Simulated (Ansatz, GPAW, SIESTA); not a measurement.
Rh: 3 runs at one level of theory

```
Rh
1.0
     2.69174    0.00000    0.00000
    -1.34587    2.33112    0.00000
     0.00000    0.00000    8.79807
Rh
4
Direct
  0.66667 0.33333 0.75000
  0.00000 0.00000 0.50000
  0.33333 0.66667 0.25000
  0.00000 0.00000 0.00000
```

This isn't the form of Rh at room conditions, which is fcc.

Alike in all runs: task single point; functional PBEsol; k mesh 11 × 11 × 3; occupations fermi-dirac, width 0.05 eV; no spin polarisation; no spin-orbit coupling. Pressure is positive in compression and, in plane waves, holds the error of the finite cutoff.

```json
{"program and potentials": "Ansatz, all-electron LAPW, scalar-relativistic", "plane-wave cutoff (eV)": "-", "notes": "-", "pressure (GPa)": "-5.56"}
{"program and potentials": "GPAW, PAW data sets generated for this functional", "plane-wave cutoff (eV)": "600", "notes": "15 valence electrons an atom on average", "pressure (GPa)": "-3.29"}
{"program and potentials": "SIESTA, files PseudoDojo sr-pbesol-0.4.1-standard, DZP (energy shift 0.003 Ry; two zetas on semicore shells)", "plane-wave cutoff (eV)": "-", "notes": "atomic basis; 17 valence electrons an atom on average", "pressure (GPa)": "-1.22"}
```

The pressure spans -5.56 (Ansatz, all-electron LAPW, scalar-relativistic) to -1.22 GPa (SIESTA, files PseudoDojo sr-pbesol-0.4.1-standard, DZP (energy shift 0.003 Ry; two zetas on semicore shells)), with all-electron results at -5.56. Rows in atomic bases carry the error of their basis and grid, which can be large.

The functional is the same throughout but for its coding, so the spread measures potentials, basis and numerics; runs on potential files found faulty are left out.
